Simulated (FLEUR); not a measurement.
# ZrB2 (P6/mmm) in FLEUR: notebook

The runs below take ZrB2 through band structure, equation of state, with r2SCAN.

All numbers are computed with FLEUR MaX-R8.1 (later development tree); they aren't measurements. Logs are shortened: lines on timing, memory, paths and dates and some standing lists are left out, and cuts for length are marked.

## Step 1: Starting point

The structure is hexagonal, space group P6/mmm (No. 191). Conventional cell: a = 3.170 Å, b = 3.170 Å, c = 3.533 Å, α = 90.00°, β = 90.00°, γ = 120.00°. Zr (site symmetry 6/mmm) is surrounded by 12 B at 2.54 Å. B (site symmetry -6m2) is surrounded by 3 B at 1.83 Å.

## Step 2: Band structure, r2SCAN

inp.xml

```xml
<?xml version="1.0" encoding="UTF-8" standalone="no"?>
<fleurInput fleurInputVersion="0.39">
   <comment>
      ZrB2                                                                                                
   </comment>
   <calculationSetup>
      <cutoffs Kmax="4.5" Gmax="14.0" GmaxXC="14.0" numbands="0"/>
      <scfLoop itmax="80" minDistance="0.0001" maxIterBroyd="30" imix="Anderson" alpha="0.05" precondParam="0.0" spinf="2.0" sdNocoIR="T"/>
      <coreElectrons ctail="F" frcor="F" kcrel="0" coretail_lmax="0"/>
      <xcFunctional name="LibXC" relativisticCorrections="F">
         <LibXCName exchange="mgga_x_r2scan" correlation="mgga_c_r2scan"/>
         <AuxGGA exchange="117" correlation="130"/>
      </xcFunctional>
      <magnetism jspins="1"/>
      <soc l_soc="F" theta="0.0" phi="0.0" spav="F"/>
      <expertModes spex="0" secvar="F"/>
      <geometryOptimization l_f="F" forcealpha="1.0" forcemix="BFGS" epsdisp="0.00001" epsforce="0.00001"/>
      <ldaU l_linMix="F" mixParam="0.05" spinf="1.0"/>
   </calculationSetup>
   <cell>
      <bzIntegration valenceElectrons="18.0" mode="hist" fermiSmearingEnergy="0.00183747">
         <kPointListSelection listName="default-1"/>
         <!-- k-points included here -->
         <xi:include xmlns:xi="http://www.w3.org/2001/XInclude" href="kpts.xml"> </xi:include>
[... 35 lines left out ...]
            <stateOccupation state="(2p3/2)" spinUp="0.333333" spinDown="0.333333"/>
         </electronConfig>
         <energyParameters s="2" p="2" d="3" f="4"/>
         <lo type="SCLO" l="0" n="2" eDeriv="2"/>
         <lo type="SCLO" l="1" n="2" eDeriv="2"/>
         <lo type="SCLO" l="2" n="3" eDeriv="2"/>
      </species>
   </atomSpecies>
   <atomGroups>
      <atomGroup species="Zirconium (Zr)">
         <relPos label="                   1">.0000000000 .0000000000 .0000000000</relPos>
         <force calculate="T" relaxXYZ="TTT"/>
      </atomGroup>
      <atomGroup species="Boron (B)">
         <relPos label="                   2">-1.000/3.000 1.000/3.000 1.000/2.000</relPos>
         <relPos label="                   3">1.000/3.000 -1.000/3.000 1.000/2.000</relPos>
         <force calculate="T" relaxXYZ="TTT"/>
      </atomGroup>
   </atomGroups>
   <output dos="F" band="F" slice="F">
      <checks vchk="F" cdinf="F"/>
      <bandDOS minEnergy="-.5*Htr" maxEnergy="0.5*Htr" sigma="0.015" storeEVData="T"/>
      <vacuumDOS vacdos="F" integ="F" star="F" nstars="0" locx1="0.0" locy1="0.0" locx2="0.0" locy2="0.0" nstm="0" tworkf="0.0"/>
      <unfoldingBand unfoldBand="F" supercellX="1" supercellY="1" supercellZ="1"/>
      <plotting iplot="0" polar="F">
         <plot TwoD="T" vec1="  1.0  0.0  0.0" vec2="  0.0  1.0  0.0" vec3="  0.0  0.0  1.0" zero="  0.0  0.0  0.0" file="plot"/>
      </plotting>
      <chargeDensitySlicing numkpt="0" minEigenval="0.0" maxEigenval="0.0" nnne="0" pallst="F"/>
      <specialOutput eonly="F"/>
      <moessbauerParams electricFieldGradient="T" isomerShift="T" coreHyperfine="T" valenceHyperfine="T"/>
      <magneticCircularDichroism mcd="F" energyLo="-10.0" energyUp="0.0"/>
   </output>
  <!-- We include the file relax.xml here to enable relaxations (see documentation) -->
  <xi:include xmlns:xi="http://www.w3.org/2001/XInclude" href="relax.xml"> <xi:fallback/> </xi:include>
</fleurInput>
```

crystal.txt

```
ZrB2
&input cartesian=F /
3.1700000000  0.0000000000  0.0000000000
-1.5850000000  2.7453005300  0.0000000000
0.0000000000  0.0000000000  3.5330000000
1.8897261246
1.0 1.0 1.0

3
40 0.0000000000  0.0000000000  0.0000000000
5 0.6666666667  0.3333333333  0.5000000000
5 0.3333333333  0.6666666667  0.5000000000

&kpt div1=10 div2=10 div3=8 gamma=T /
```

inp.xml (bands)

```
<?xml version="1.0" encoding="UTF-8" standalone="no"?>
<fleurInput fleurInputVersion="0.39">
   <comment>
      ZrB2                                                                                                
   </comment>
   <calculationSetup>
      <cutoffs Kmax="4.5" Gmax="14.0" GmaxXC="14.0" numbands="0"/>
      <scfLoop itmax="80" minDistance="0.0001" maxIterBroyd="30" imix="Anderson" alpha="0.05" precondParam="0.0" spinf="2.0" sdNocoIR="T"/>
      <coreElectrons ctail="F" frcor="F" kcrel="0" coretail_lmax="0"/>
      <xcFunctional name="LibXC" relativisticCorrections="F">
         <LibXCName exchange="mgga_x_r2scan" correlation="mgga_c_r2scan"/>
         <AuxGGA exchange="117" correlation="130"/>
      </xcFunctional>
      <magnetism jspins="1"/>
      <soc l_soc="F" theta="0.0" phi="0.0" spav="F"/>
      <expertModes spex="0" secvar="F"/>
      <geometryOptimization l_f="F" forcealpha="1.0" forcemix="BFGS" epsdisp="0.00001" epsforce="0.00001"/>
      <ldaU l_linMix="F" mixParam="0.05" spinf="1.0"/>
   </calculationSetup>
   <cell>
      <bzIntegration valenceElectrons="18.0" mode="hist" fermiSmearingEnergy="0.00183747">
         <kPointListSelection listName="path-1"/>
         <!-- k-points included here -->
         <xi:include xmlns:xi="http://www.w3.org/2001/XInclude" href="kpts.xml"> </xi:include>
      </bzIntegration>
[... 35 lines left out ...]
         </electronConfig>
         <energyParameters s="2" p="2" d="3" f="4"/>
         <lo type="SCLO" l="0" n="2" eDeriv="2"/>
         <lo type="SCLO" l="1" n="2" eDeriv="2"/>
         <lo type="SCLO" l="2" n="3" eDeriv="2"/>
      </species>
   </atomSpecies>
   <atomGroups>
      <atomGroup species="Zirconium (Zr)">
         <relPos label="                   1">.0000000000 .0000000000 .0000000000</relPos>
         <force calculate="T" relaxXYZ="TTT"/>
      </atomGroup>
      <atomGroup species="Boron (B)">
         <relPos label="                   2">-1.000/3.000 1.000/3.000 1.000/2.000</relPos>
         <relPos label="                   3">1.000/3.000 -1.000/3.000 1.000/2.000</relPos>
         <force calculate="T" relaxXYZ="TTT"/>
      </atomGroup>
   </atomGroups>
   <output dos="F" band="T" slice="F">
      <checks vchk="F" cdinf="F"/>
      <bandDOS minEnergy="-.5*Htr" maxEnergy="0.5*Htr" sigma="0.015" storeEVData="T"/>
      <vacuumDOS vacdos="F" integ="F" star="F" nstars="0" locx1="0.0" locy1="0.0" locx2="0.0" locy2="0.0" nstm="0" tworkf="0.0"/>
      <unfoldingBand unfoldBand="F" supercellX="1" supercellY="1" supercellZ="1"/>
      <plotting iplot="0" polar="F">
         <plot TwoD="T" vec1="  1.0  0.0  0.0" vec2="  0.0  1.0  0.0" vec3="  0.0  0.0  1.0" zero="  0.0  0.0  0.0" file="plot"/>
      </plotting>
      <chargeDensitySlicing numkpt="0" minEigenval="0.0" maxEigenval="0.0" nnne="0" pallst="F"/>
      <specialOutput eonly="F"/>
      <moessbauerParams electricFieldGradient="T" isomerShift="T" coreHyperfine="T" valenceHyperfine="T"/>
      <magneticCircularDichroism mcd="F" energyLo="-10.0" energyUp="0.0"/>
   </output>
  <!-- We include the file relax.xml here to enable relaxations (see documentation) -->
  <xi:include xmlns:xi="http://www.w3.org/2001/XInclude" href="relax.xml"> <xi:fallback/> </xi:include>
</fleurInput>
```

Potentials or basis: all-electron, FLAPW.

The run is started by

```bash
$ inpgen -f crystal.txt -profile fastHighL
$ # inp.xml edited to the form shown
$ fleur_MPI
$ fleur_MPI   # second run, on inp.xml (bands)
```

The program printed:

```text
Welcome to FLEUR        (www.flapw.de)
      MaX-Release 8.1          (www.max-centre.eu)
 func_ids         498         497         498         497
 MetaGGA potential functional detected - V_tau will be computed
 Auxiliary Potential for radial basis: exchange=         117  correlation=         130
The functional 'Re-regularized SCAN exchange by Furness et al' is an exchange functional, it belongs to the 'MGGA' family and is defined in the reference(s):
[1] J. W. Furness, A. D. Kaplan, J. Ning, J. P. Perdew, and J. Sun.,  J. Phys. Chem. Lett. 11, 8208-8215 (2020)
[2] J. W. Furness, A. D. Kaplan, J. Ning, J. P. Perdew, and J. Sun.,  J. Phys. Chem. Lett. 11, 9248-9248 (2020)
The functional 'Re-regularized SCAN correlation by Furness et al' is a correlation functional, it belongs to the 'MGGA' family and is defined in the reference(s):
[1] J. W. Furness, A. D. Kaplan, J. Ning, J. P. Perdew, and J. Sun.,  J. Phys. Chem. Lett. 11, 8208-8215 (2020)
[2] J. W. Furness, A. D. Kaplan, J. Ning, J. P. Perdew, and J. Sun.,  J. Phys. Chem. Lett. 11, 9248-9248 (2020)
 Using same functional for VXC and EXC

 ========== k-point set info ==========
 Selected k-point list: default-1
 k-point list type: mesh
 10 x 10 x 8
 Number of k points: 70

 ------------Calculation Setup---------------------------
 Number of MPI-tasks      :            1
 Number of PE/node        :            1
 Number of OMP-threads    :            1
 Most efficient MPI parallelization for:
           1           2           5           7          10          14          35          70
 Additional eigenvalue parallelization possible
 Number of basis functions:          444
 Approximate size of matrices (H+S) per k-point:         0.003 GB
 --------------------------------------------------------
The functional 'Hammer, Hansen, and Norskov' is an exchange functional, it belongs to the 'GGA' family and is defined in the reference(s):
[1] B. Hammer, L. B. Hansen, and J. K. Nørskov.,  Phys. Rev. B 59, 7413 (1999)
The functional 'Perdew, Burke & Ernzerhof' is a correlation functional, it belongs to the 'GGA' family and is defined in the reference(s):
[1] J. P. Perdew, K. Burke, and M. Ernzerhof.,  Phys. Rev. Lett. 77, 3865 (1996)
[2] J. P. Perdew, K. Burke, and M. Ernzerhof.,  Phys. Rev. Lett. 78, 1396 (1997)
 Using same functional for VXC and EXC
 Using auxiliary GGA potential for the first iteration of MetaGGA calculation.
Nuclear radius smaller than smallest radial mesh point for atom type 2 -- skipping its core isomer shift
Nuclear radius smaller than smallest radial mesh point for atom type 2 -- skipping its isomer shift
 Reset of history
 Reset of history
 Iteration:     1   Distance:      22.56372901 me/bohr^3
The functional 'Hammer, Hansen, and Norskov' is an exchange functional, it belongs to the 'GGA' family and is defined in the reference(s):
[1] B. Hammer, L. B. Hansen, and J. K. Nørskov.,  Phys. Rev. B 59, 7413 (1999)
The functional 'Perdew, Burke & Ernzerhof' is a correlation functional, it belongs to the 'GGA' family and is defined in the reference(s):
[1] J. P. Perdew, K. Burke, and M. Ernzerhof.,  Phys. Rev. Lett. 77, 3865 (1996)
[2] J. P. Perdew, K. Burke, and M. Ernzerhof.,  Phys. Rev. Lett. 78, 1396 (1997)
 Using same functional for VXC and EXC
Nuclear radius smaller than smallest radial mesh point for atom type 2 -- skipping its core isomer shift
Nuclear radius smaller than smallest radial mesh point for atom type 2 -- skipping its isomer shift
 Iteration:     2   Distance:      20.80326682 me/bohr^3
The functional 'Hammer, Hansen, and Norskov' is an exchange functional, it belongs to the 'GGA' family and is defined in the reference(s):
[1] B. Hammer, L. B. Hansen, and J. K. Nørskov.,  Phys. Rev. B 59, 7413 (1999)
The functional 'Perdew, Burke & Ernzerhof' is a correlation functional, it belongs to the 'GGA' family and is defined in the reference(s):
[1] J. P. Perdew, K. Burke, and M. Ernzerhof.,  Phys. Rev. Lett. 77, 3865 (1996)
[... 7 lines left out ...]
The functional 'Perdew, Burke & Ernzerhof' is a correlation functional, it belongs to the 'GGA' family and is defined in the reference(s):
[1] J. P. Perdew, K. Burke, and M. Ernzerhof.,  Phys. Rev. Lett. 77, 3865 (1996)
[2] J. P. Perdew, K. Burke, and M. Ernzerhof.,  Phys. Rev. Lett. 78, 1396 (1997)
 Using same functional for VXC and EXC
Nuclear radius smaller than smallest radial mesh point for atom type 2 -- skipping its core isomer shift
Nuclear radius smaller than smallest radial mesh point for atom type 2 -- skipping its isomer shift
 Iteration:     4   Distance:       9.30656765 me/bohr^3
The functional 'Hammer, Hansen, and Norskov' is an exchange functional, it belongs to the 'GGA' family and is defined in the reference(s):
[1] B. Hammer, L. B. Hansen, and J. K. Nørskov.,  Phys. Rev. B 59, 7413 (1999)
The functional 'Perdew, Burke & Ernzerhof' is a correlation functional, it belongs to the 'GGA' family and is defined in the reference(s):
[1] J. P. Perdew, K. Burke, and M. Ernzerhof.,  Phys. Rev. Lett. 77, 3865 (1996)
[2] J. P. Perdew, K. Burke, and M. Ernzerhof.,  Phys. Rev. Lett. 78, 1396 (1997)
 Using same functional for VXC and EXC
Nuclear radius smaller than smallest radial mesh point for atom type 2 -- skipping its core isomer shift
Nuclear radius smaller than smallest radial mesh point for atom type 2 -- skipping its isomer shift
 Iteration:     5   Distance:       6.02477175 me/bohr^3
The functional 'Hammer, Hansen, and Norskov' is an exchange functional, it belongs to the 'GGA' family and is defined in the reference(s):
[1] B. Hammer, L. B. Hansen, and J. K. Nørskov.,  Phys. Rev. B 59, 7413 (1999)
The functional 'Perdew, Burke & Ernzerhof' is a correlation functional, it belongs to the 'GGA' family and is defined in the reference(s):
[1] J. P. Perdew, K. Burke, and M. Ernzerhof.,  Phys. Rev. Lett. 77, 3865 (1996)
[2] J. P. Perdew, K. Burke, and M. Ernzerhof.,  Phys. Rev. Lett. 78, 1396 (1997)
[... 63 lines left out ...]
 Using same functional for VXC and EXC
Nuclear radius smaller than smallest radial mesh point for atom type 2 -- skipping its core isomer shift
Nuclear radius smaller than smallest radial mesh point for atom type 2 -- skipping its isomer shift
 Iteration:    13   Distance:       0.00108639 me/bohr^3
The functional 'Hammer, Hansen, and Norskov' is an exchange functional, it belongs to the 'GGA' family and is defined in the reference(s):
[1] B. Hammer, L. B. Hansen, and J. K. Nørskov.,  Phys. Rev. B 59, 7413 (1999)
The functional 'Perdew, Burke & Ernzerhof' is a correlation functional, it belongs to the 'GGA' family and is defined in the reference(s):
[1] J. P. Perdew, K. Burke, and M. Ernzerhof.,  Phys. Rev. Lett. 77, 3865 (1996)
[2] J. P. Perdew, K. Burke, and M. Ernzerhof.,  Phys. Rev. Lett. 78, 1396 (1997)
 Using same functional for VXC and EXC
Nuclear radius smaller than smallest radial mesh point for atom type 2 -- skipping its core isomer shift
Nuclear radius smaller than smallest radial mesh point for atom type 2 -- skipping its isomer shift
 Iteration:    14   Distance:       0.00031864 me/bohr^3
The functional 'Hammer, Hansen, and Norskov' is an exchange functional, it belongs to the 'GGA' family and is defined in the reference(s):
[1] B. Hammer, L. B. Hansen, and J. K. Nørskov.,  Phys. Rev. B 59, 7413 (1999)
The functional 'Perdew, Burke & Ernzerhof' is a correlation functional, it belongs to the 'GGA' family and is defined in the reference(s):
[1] J. P. Perdew, K. Burke, and M. Ernzerhof.,  Phys. Rev. Lett. 77, 3865 (1996)
[2] J. P. Perdew, K. Burke, and M. Ernzerhof.,  Phys. Rev. Lett. 78, 1396 (1997)
 Using same functional for VXC and EXC
Nuclear radius smaller than smallest radial mesh point for atom type 2 -- skipping its core isomer shift
Nuclear radius smaller than smallest radial mesh point for atom type 2 -- skipping its isomer shift
 Iteration:    15   Distance:       0.00016567 me/bohr^3
The functional 'Hammer, Hansen, and Norskov' is an exchange functional, it belongs to the 'GGA' family and is defined in the reference(s):
[1] B. Hammer, L. B. Hansen, and J. K. Nørskov.,  Phys. Rev. B 59, 7413 (1999)
The functional 'Perdew, Burke & Ernzerhof' is a correlation functional, it belongs to the 'GGA' family and is defined in the reference(s):
[1] J. P. Perdew, K. Burke, and M. Ernzerhof.,  Phys. Rev. Lett. 77, 3865 (1996)
[2] J. P. Perdew, K. Burke, and M. Ernzerhof.,  Phys. Rev. Lett. 78, 1396 (1997)
 Using same functional for VXC and EXC
Nuclear radius smaller than smallest radial mesh point for atom type 2 -- skipping its core isomer shift
Nuclear radius smaller than smallest radial mesh point for atom type 2 -- skipping its isomer shift
 Iteration:    16   Distance:       0.00001112 me/bohr^3

 ********************************************************************
 Run finished successfully
 Stop message:
   all done
 ********************************************************************
```

Wall time 77 s (1 thread of Intel Xeon Platinum 8375C at 2.90GHz (Ice Lake), shared host); peak memory 0.1 GiB.

Results:

| Property | Result |
| --- | --- |
| Free energy | -99301.8592 eV |
| Band gap along the path | none (metal or under the smearing width) |
| Valence electrons inside the program's atomic spheres | Zr 10.40; B 1.54 (radii Zr 2.66, B 1.6 bohr) |

Levels at the corners of the path, in eV from the Fermi level:
```tsv
point	band 5	band 6	band 7	band 8	band 9	band 10	band 11	band 12	band 13	band 14
Γ	-13.56	-2.71	-2.71	-2.60	-2.52	3.69	3.69	4.50	4.50	5.00
M	-9.47	-9.15	-4.06	-3.22	-2.72	2.37	2.53	5.22	5.32	6.80
K	-8.35	-8.35	-7.19	-2.53	-2.53	1.68	1.68	3.43	9.02	9.02
Γ	-13.56	-2.71	-2.71	-2.60	-2.52	3.69	3.69	4.50	4.50	5.00
A	-11.48	-7.34	-0.97	-0.97	0.44	0.44	0.92	0.92	2.06	5.34
L	-10.58	-7.47	-4.81	-4.31	-2.19	4.05	4.29	5.59	6.58	6.88
H	-9.32	-9.32	-5.19	-2.85	-2.85	4.39	6.35	6.35	6.94	6.94
A	-11.48	-7.34	-0.97	-0.97	0.44	0.44	0.92	0.92	2.06	5.34
L	-10.58	-7.47	-4.81	-4.31	-2.19	4.05	4.29	5.59	6.58	6.88
M	-9.47	-9.15	-4.06	-3.22	-2.72	2.37	2.53	5.22	5.32	6.80
K	-8.35	-8.35	-7.19	-2.53	-2.53	1.68	1.68	3.43	9.02	9.02
H	-9.32	-9.32	-5.19	-2.85	-2.85	4.39	6.35	6.35	6.94	6.94
```

Core levels (eV from the Fermi level):
| atom | levels |
| --- | --- |
| 1 Zr | 1s1/2 -17812.6, 2s1/2 -2462.6, 2p1/2 -2253.3, 2p3/2 -2167.4, 3s1/2 -398.7, 3p1/2 -320.8, 3p3/2 -307.2, 3d3/2 -170.1, 3d5/2 -167.6 |
| 2 B | 1s1/2 -173.7 |
| 3 B | 1s1/2 -173.7 |

Caveat: the meta-GGA is that of a development version, with a GGA for the radial functions and cores and without core tails.

## Step 3: Equation of state, r2SCAN, 9.63 Å³/atom (volume scaled by 0.94)

Changes to inp.xml since step 2:

```diff
@@ -6,3 +6,3 @@
    <calculationSetup>
-      <cutoffs Kmax="4.5" Gmax="14.0" GmaxXC="14.0" numbands="0"/>
+      <cutoffs Kmax="4.65" Gmax="14.4" GmaxXC="14.4" numbands="0"/>
       <scfLoop itmax="80" minDistance="0.0001" maxIterBroyd="30" imix="Anderson" alpha="0.05" precondParam="0.0" spinf="2.0" sdNocoIR="T"/>
@@ -27,3 +27,3 @@
       <xi:include xmlns:xi="http://www.w3.org/2001/XInclude" href="sym.xml"> </xi:include>
-      <bulkLattice scale="1.0">
+      <bulkLattice scale="0.9795861087">
          <bravaisMatrix>
@@ -53,3 +53,3 @@
       <species name="Boron (B)" element="B" atomicNumber="5">
-         <mtSphere radius="1.6" gridPoints="529" logIncrement="0.019"/>
+         <mtSphere radius="1.55" gridPoints="529" logIncrement="0.019"/>
          <atomicCutoffs lmax="8" lnonsphr="8"/>
```

Potentials or basis: all-electron, FLAPW.

The run is started by

```bash
$ inpgen -f crystal.txt -profile fastHighL
$ # inp.xml edited to the form shown
$ fleur_MPI
```

Wall time 87 s (1 thread of Intel Xeon Platinum 8375C at 2.90GHz (Ice Lake), shared host); peak memory 0.09 GiB.

The run converged. Its results:

| Item | Value |
| --- | --- |
| Free energy | -99301.7580 eV |
| Band gap on the k mesh | none (metal or under the smearing width) |
| Valence electrons inside the program's atomic spheres | Zr 10.57; B 1.48 (radii Zr 2.66, B 1.55 bohr) |

Caveat: the meta-GGA is that of a development version, with a GGA for the radial functions and cores and without core tails.

## Step 4: Equation of state, r2SCAN, 9.84 Å³/atom (volume scaled by 0.96)

Changes to inp.xml since step 3:

```diff
@@ -27,3 +27,3 @@
       <xi:include xmlns:xi="http://www.w3.org/2001/XInclude" href="sym.xml"> </xi:include>
-      <bulkLattice scale="0.9795861087">
+      <bulkLattice scale="0.9864848297">
          <bravaisMatrix>
```

The run is started by

```bash
$ inpgen -f crystal.txt -profile fastHighL
$ # inp.xml edited to the form shown
$ fleur_MPI
```

Run time: 75 s. Hardware: 1 thread of Intel Xeon Platinum 8375C at 2.90GHz (Ice Lake), shared host; peak memory 0.1 GiB.

It converged, with:

```yaml
Free_energy: -99301.8148 eV
Band_gap_on_the_k_mesh: none (metal or under the smearing width)
Valence_electrons_inside_the_program's_atomic_spheres: Zr 10.51; B 1.46 (radii Zr 2.66, B 1.55 bohr)
```

Caveat: the meta-GGA is that of a development version, with a GGA for the radial functions and cores and without core tails.

## Step 5: Equation of state, r2SCAN, 10.25 Å³/atom

Changes to inp.xml since step 4:

```diff
@@ -27,3 +27,3 @@
       <xi:include xmlns:xi="http://www.w3.org/2001/XInclude" href="sym.xml"> </xi:include>
-      <bulkLattice scale="0.9864848297">
+      <bulkLattice scale="1.0000000000">
          <bravaisMatrix>
```

The run is started by

```bash
$ inpgen -f crystal.txt -profile fastHighL
$ # inp.xml edited to the form shown
$ fleur_MPI
```

It took 84 s on 1 thread of Intel Xeon Platinum 8375C at 2.90GHz (Ice Lake), shared host; peak memory 0.1 GiB.

It converged, with:

| Item | Value |
| --- | --- |
| Free energy | -99301.8616 eV |
| Band gap on the k mesh | none (metal or under the smearing width) |
| Valence electrons inside the program's atomic spheres | Zr 10.40; B 1.42 (radii Zr 2.66, B 1.55 bohr) |

Caveat: the meta-GGA is that of a development version, with a GGA for the radial functions and cores and without core tails.

(Part 1 of 2 ends here.)
